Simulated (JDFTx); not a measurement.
A run of JDFTx 1.7.0 (patched build) is set up as follows.

Mo.in

```
lattice \
   -3.0129585461     3.0469679472     3.0360113151 \
    3.0071136232    -2.9159607939     2.9390116731 \
    2.9943390746     2.9371937566    -2.9031843555
coords-type Lattice
ion Mo    -0.0048930000    -0.0285050000    -0.0279780000 1

ion-species pseudo/Mo.upf
elec-cutoff 40
elec-ex-corr gga-PBE
kpoint-folding 12 12 12
elec-smearing Fermi 0.0018374661
elec-n-bands 13
electronic-SCF nIterations 100 energyDiffThreshold 1e-08
electronic-minimize nIterations 30 energyDiffThreshold 1e-7
converge-empty-states yes
forces-output-coords Cartesian

dump-name run.$VAR
dump End Ecomponents EigStats BandEigs Kpoints Forces Stress
```

Potentials or basis: PseudoDojo-SR-PBE-0.5-standard.

Run with:

```console
$ jdftx -c 1 -i Mo.in -o Mo.out
```

(1) Predict the band gap on the k mesh.

(2) What does it give for the pressure?

Results:

(1) none (metal or under the smearing width).

(2) -1.3 GPa.
